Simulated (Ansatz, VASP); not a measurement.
## One calculation of PtS2, two programs

```
CELL_PARAMETERS angstrom
3.36604 0.00000 0.00000
-1.68302 2.91508 0.00000
0.00000 0.00000 5.16477
ATOMIC_POSITIONS crystal
Pt 0.00000 0.00000 0.00000
S 0.33333 0.66667 0.25000
S 0.66667 0.33333 0.75000
```

Change from the starting cell: strain -0.050 along x and y, +0.025 along z, atoms carried along.

Alike in both runs: task single point; functional PBEsol; k mesh 12 × 12 × 8; occupations gaussian, width 0.05 eV; no spin polarisation.

```csv
,VASP,Ansatz
version,VASP 6.6.1,Ansatz 0.2.0
potentials or method,"VASP PAW PBE potentials, release 64 (Pt, S)","scalar-relativistic, plane waves, PAW"
plane-wave cutoff (eV),520,420
valence electrons in the cell,22,30
```

Ansatz gave:

- gap on the k mesh at the Fermi level (eV): 0.66
- least direct gap on the mesh (eV): 0.94
- pressure (GPa): 13.2
- largest component of the traceless stress (GPa): 8.48
- rms of the force components (eV/Å): 0.160

Q: Estimate VASP's values.

A: gap on the k mesh at the Fermi level (eV): 0.67; least direct gap on the mesh (eV): 0.95; pressure (GPa): 12.9; largest component of the traceless stress (GPa): 8.37; rms of the force components (eV/Å): 0.145.

Atom by atom the forces differ by 0.015 eV/Å (rms over components). With one functional, cell and mesh, what is left measures potentials, basis and numerics. The two sets of potentials don't hold the same shells in valence.

Caveats: the PAW data sets were made with another functional, which shifts forces and pressure a little (VASP); spin-orbit coupling is left out, which moves the levels of the heavy elements; the cell's inner coordinates are idealised or old, which leaves forces on the atoms. A k mesh can miss the band edges.
